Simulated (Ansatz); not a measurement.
## Convergence of BAs

```
CELL_PARAMETERS angstrom
0.00000 2.30685 2.30685
2.30685 0.00000 2.30685
2.30685 2.30685 0.00000
ATOMIC_POSITIONS crystal
B 0.00000 0.00000 0.00000
As 0.50000 0.50000 0.50000
```

Atom numbers follow the list: B1, As2.

The cell was built from the rocksalt type and relaxed in the same program, and has space group Fm-3m; it needn't be a known or the stable phase.

These are results of Ansatz 0.2.0, DFT, PBE, all-electron LAPW, scalar-relativistic, not measurements.

Numerical set-up: a Γ-centred 14×14×14 k mesh, Fermi–Dirac smearing of 0.05 eV, basis error target 0.5 meV/atom, no spin polarisation. One setting is then changed at a time.

```csv
basis error target (meV/atom),free energy less the base's (meV/atom),P (GPa),cutoff chosen (eV)
0.5 (base),0.0,0.01,270
3,?,0.02,213
10,?,0.04,177
30,10.0,0.16,146
0.1,-0.1,0.00,327
```

Task: Fill in "free energy less the base's (meV/atom)" for the row "10".

Result: 2.9.

Task: What belongs in the row "3", column "free energy less the base's (meV/atom)"?

Result: 0.8.
